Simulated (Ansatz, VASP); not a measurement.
**Au in VASP and in Ansatz**

```
CELL_PARAMETERS angstrom
2.74841 0.00000 0.00000
0.00000 2.74841 0.00000
0.00000 0.00000 2.74841
ATOMIC_POSITIONS crystal
Au 0.50000 0.50000 0.50000
```

The cell was built by a generator and needn't be a form met in nature.

Alike in both runs: task relaxation of cell and atoms; functional RPBE; k mesh 10 × 10 × 10; occupations fermi-dirac, width 0.05 eV; no spin polarisation.

|  | VASP | Ansatz |
| --- | --- | --- |
| version | VASP 6.6.1 | Ansatz 0.2.0 |
| potentials or method | VASP PAW PBE potentials, release 64 (Au) | Ansatz PAW |
| plane-wave cutoff (eV) | 600 | 420 |
| valence electrons in the cell | 11 | 19 |

|  | VASP | Ansatz | Ansatz less VASP |
| --- | --- | --- | --- |
| gap on the k mesh at the Fermi level, each at its own relaxed structure (eV) | none | none | - |
| relaxed volume (Å³/atom) | 21.49 | 21.51 | +0.022 |
| relaxed cell length with the largest relative difference (Å) | 2.780 | 2.781 | +0.0010 |
| energy change over the relaxation (meV/atom) | -8 | -8 | -0.4 |

A gap of «none» marks a metal or a gap that the smearing closes. The two sets of potentials don't hold the same shells in valence.

Caveats: the PAW data sets were made with another functional, which shifts forces and pressure a little (VASP); the plane-wave basis is chosen anew once the cell has moved, so the energies of steps on either side of that aren't comparable (Ansatz); the PAW data sets come from PBE, with cores solved anew for the run's functional, which leaves a small shift of forces and pressure (Ansatz). The runs have no spin-orbit coupling, so splittings on Au are missing.
